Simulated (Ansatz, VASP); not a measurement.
Two plane-wave programs on HfN

INCAR

```
SYSTEM = HfN
PREC = Accurate ; ENCUT = 600
EDIFF = 1E-6 ; ISMEAR = 0
SIGMA = 0.1 ; LREAL = .FALSE.
LASPH = .TRUE. ; NELM = 100
ALGO = Normal ; ISIF = 3
LWAVE = .FALSE. ; LCHARG = .FALSE.
GGA = PS ; IBRION = 2
NSW = 100 ; EDIFFG = -0.005
```

KPOINTS

```
regular mesh
0
G
  14 14 14
  0 0 0
```

File POSCAR:

```
HfN
1.0
    0.0000000000      2.4548220000      2.4548220000
    2.4548220000      0.0000000000      2.4548220000
    2.4548220000      2.4548220000      0.0000000000
Hf N
1 1
Direct
    0.0000000000      0.0000000000      0.0000000000
    0.7500000000      0.7500000000      0.7500000000
```

Input for Ansatz:

```yaml
crystal:
  lattice:
    - [0.0, 2.454822, 2.454822]
    - [2.454822, 0.0, 2.454822]
    - [2.454822, 2.454822, 0.0]
  atoms:
    - { symbol: Hf, position: [0.0, 0.0, 0.0] }
    - { symbol: "N", position: [0.75, 0.75, 0.75] }
basis:
  ecutwfc: 420
kpoints:
  mp_grid: { grid: [14, 14, 14] }
hamiltonian:
  xc: pbesol
scf:
  occupations: { method: gaussian, width: 0.1 }
output:
  forces: true
  stress: true
  eigenvalues: true
  write_density: true
  write_potential: true
  elf: true
  volumetric_format: npy
relax:
  adjacent_minimum: "off"
  f_tol: 0.005
  max_steps: 80
  cell: { stress_tol: 0.05 }
```

The cell comes from a database or a generator and needn't be the stable form of this composition.

Alike in both runs: task relaxation of cell and atoms; functional PBEsol; k mesh 14 × 14 × 14; occupations gaussian, width 0.1 eV; no spin polarisation.

|  | VASP | Ansatz |
| --- | --- | --- |
| version | VASP 6.6.1 | Ansatz 0.2.0 |
| potentials or method | VASP PAW PBE potentials, release 64 (Hf_pv, N) | scalar-relativistic, plane waves, PAW |
| plane-wave cutoff (eV) | 600 | 420 |
| valence electrons in the cell | 15 | 31 |

|  | VASP | Ansatz | Ansatz less VASP |
| --- | --- | --- | --- |
| gap on the k mesh at the Fermi level, each at its own relaxed structure (eV) | none | none | - |
| relaxed volume (Å³/atom) | 14.34 | 14.41 | +0.069 |
| relaxed cell length with the largest relative difference (Å) | 3.436 | 3.442 | +0.0055 |
| energy change over the relaxation (meV/atom) | -9 | -6 | +2.5 |

A gap of «none» marks a metal or a gap that the smearing closes. The two sets of potentials don't hold the same shells in valence.

Caveats: the PAW data sets were made with another functional, which shifts forces and pressure a little (VASP). Spin-orbit coupling is left out, which matters for the levels of Hf.
